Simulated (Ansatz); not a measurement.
# ZnS: the cost of one run

Method: DFT PBEsol, scalar-relativistic, plane waves, PAW, in Ansatz 0.2.0.

That is the level of the relaxation; later steps name their own.

1 further run of the same task is left out (set aside as unsound or not needed).

**1. The structure to begin with**

It takes space group P6_3mc (No. 186, hexagonal). The conventional cell has a = 3.782 Å, b = 3.782 Å, c = 6.208 Å, α = 90.00°, β = 90.00°, γ = 120.00°. Zn (site symmetry 3m) has 4 S at 2.32 Å as nearest neighbours. S (site symmetry 3m) is surrounded by 4 Zn at 2.32 Å.

Coordinates:

```
Zn S
1.0
     3.78187    0.00000    0.00000
    -1.89094    3.27520    0.00000
     0.00000    0.00000    6.20809
Zn S
2 2
Direct
  0.33333 0.66667 0.00049
  0.66667 0.33333 0.50049
  0.33333 0.66667 0.37451
  0.66667 0.33333 0.87451
```

It is the result of an earlier relaxation at this level (volume 19.22 Å³/atom; gap on the mesh: 2.15 eV).

**2. Band edges over the whole zone**

input.yaml

```yaml
crystal:
  lattice:
    - [3.7818726706, 0.0, 0.0]
    - [-1.8909363353, 3.2751978066, 0.0]
    - [0.0, 0.0, 6.2080862171]
  atoms:
    - { symbol: Zn, position: [0.3333333333, 0.6666666667, 0.0004882067] }
    - { symbol: Zn, position: [0.6666666667, 0.3333333333, 0.5004882067] }
    - { symbol: S, position: [0.3333333333, 0.6666666667, 0.3745117933] }
    - { symbol: S, position: [0.6666666667, 0.3333333333, 0.8745117933] }
basis:
  ecutwfc: 420
kpoints:
  mp_grid: { grid: [9, 9, 6] }
  band_path: { path: [VBM, CBM], npoints: 2 }
hamiltonian:
  xc: pbesol
scf:
  occupations: { method: gaussian, width: 0.02 }
output:
  forces: true
  stress: true
  eigenvalues: true
```

On the command line:

```console
> ansatz run input.yaml --threads 2 --pin off --max-ram 5120MiB --backend cpu --events-out ev --progress --plain --runs-dir out
```

Q: Estimate wall time and peak memory on 2 threads of Intel Xeon at 2.50GHz (Skylake/Cascade Lake), shared host.

About 14 s, with a peak of 0.38 GiB.
